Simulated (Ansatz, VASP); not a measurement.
**Two plane-wave programs on TaN**

Contents of INCAR:

```
PREC = Accurate
ENCUT = 520
EDIFF = 1E-8
ISMEAR = -1
SIGMA = 0.01
LREAL = False
LASPH = True
NELM = 60
ALGO = Normal
ISIF = 2
LWAVE = False
LCHARG = False
GGA = PE
LEFG = True
NBANDS = 24
```

KPOINTS

```
Automatic mesh
0
Gamma
  9 9 5
```

POSCAR

```
TaN
1.0
    3.0581283054      0.0000000000      0.0000000000
   -1.5290641527      2.6484168005      0.0000000000
    0.0000000000      0.0000000000      4.9343389905
Ta N
2 2
Direct
    0.0000000000      0.0000000000      0.0000000000
    0.0000000000      0.0000000000      0.5000000000
    0.3333333333      0.6666666667      0.2500000000
    0.6666666667      0.3333333333      0.7500000000
```

Input for Ansatz:

```yaml
crystal:
  lattice:
    - [3.0581283054, 0.0, 0.0]
    - [-1.5290641527, 2.6484168005, 0.0]
    - [0.0, 0.0, 4.9343389905]
  atoms:
    - { symbol: Ta, position: [0.0, 0.0, 0.0] }
    - { symbol: Ta, position: [0.0, 0.0, 0.5] }
    - { symbol: "N", position: [0.3333333333, 0.6666666667, 0.25] }
    - { symbol: "N", position: [0.6666666667, 0.3333333333, 0.75] }
kpoints:
  mp_grid: { grid: [9, 9, 5] }
scf:
  occupations: { method: fermi_dirac, width: 0.01 }
hamiltonian:
  xc: pbe
  pseudopotentials: { kind: paw }
output:
  forces: true
  stress: true
  eigenvalues: true
  efg: { contact_densities: true }
  write_density: true
  write_potential: true
  elf: true
  volumetric_format: npy
```

Change from the starting cell: volume scaled by 1.01, PAW files.

Alike in both runs: task electric field gradients; functional PBE; k mesh 9 × 9 × 5; occupations fermi-dirac, width 0.01 eV; no spin polarisation.

|  | VASP | Ansatz |
| --- | --- | --- |
| version | VASP 6.6.1 | Ansatz 0.2.0 |
| potentials or method | VASP PAW PBE potentials, release 64 (Ta_pv, N) | PAW with Ansatz's default frozen-core files, scalar-relativistic |
| plane-wave cutoff (eV) | 520 | 420 |
| valence electrons in the cell | 32 | 36 |

```csv
,VASP,Ansatz,Ansatz less VASP
pressure (GPa),55.8,54.4,-1.36
largest component of the traceless stress (GPa),55.18,54.93,-0.255
Vzz of the field gradient on the site that differs most (V/Å²),-177.0,-206.9,-29.92
```

The two sets of potentials don't hold the same shells in valence. Ansatz warned: «gradients_without_spin_orbit».

Caveats: so large a pressure means that the cell lies far from this level's equilibrium, or that cutoff or potentials fall short (VASP). Spin-orbit coupling is left out, which matters for the levels of Ta.
